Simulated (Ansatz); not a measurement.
# Rh, one cell by several methods

```
Rh
1.0
    -1.53523    1.53523    1.53523
     1.53523   -1.53523    1.53523
     1.53523    1.53523   -1.53523
Rh
1
Direct
  0.00000 0.00000 0.00000
```

The structure comes from a relaxation in the same program, started in the bcc type, and has space group Im-3m. Whether it is a known phase or the ground state wasn't checked.

Spin polarisation is left out, and whether a magnetic state lies lower isn't shown here.

Levels of theory: DFT, PBE, PAW with Ansatz's default frozen-core files, scalar-relativistic (Ansatz 0.2.0); DFT, PBE, all-electron PAW with datasets made for the crystal, scalar-relativistic (Ansatz 0.2.0); DFT, PBE, all-electron LAPW, scalar-relativistic (Ansatz 0.2.0).

For PAW: a Γ-centred 16×16×16 k mesh, Fermi–Dirac smearing of 0.05 eV, cutoff 420 eV, no spin polarisation. The crystal-made all-electron datasets (AE datasets) take a cutoff of 300 eV at this cell. LAPW targets a basis error of 0.5 meV/atom. The Ansatz runs share mesh, smearing and spin set-up. Plane-wave (PAW) pressures include the program's estimate of the Pulay term.

Stress and pressure are positive in compression.

Levels count from the Fermi level.

```
                      quantity     PAW  AE datasets    LAPW
                pressure (GPa)    0.01        -0.05   -0.05
highest filled level at Γ (eV)  -0.412       -0.411  -0.411
  lowest empty level at Γ (eV)  18.220       18.211  18.211
highest filled level at H (eV)  -5.510       -5.510  -5.510
  lowest empty level at H (eV)   1.054        1.055   1.055
```

PAW's pressure differs from the LAPW value by +0.06 GPa.
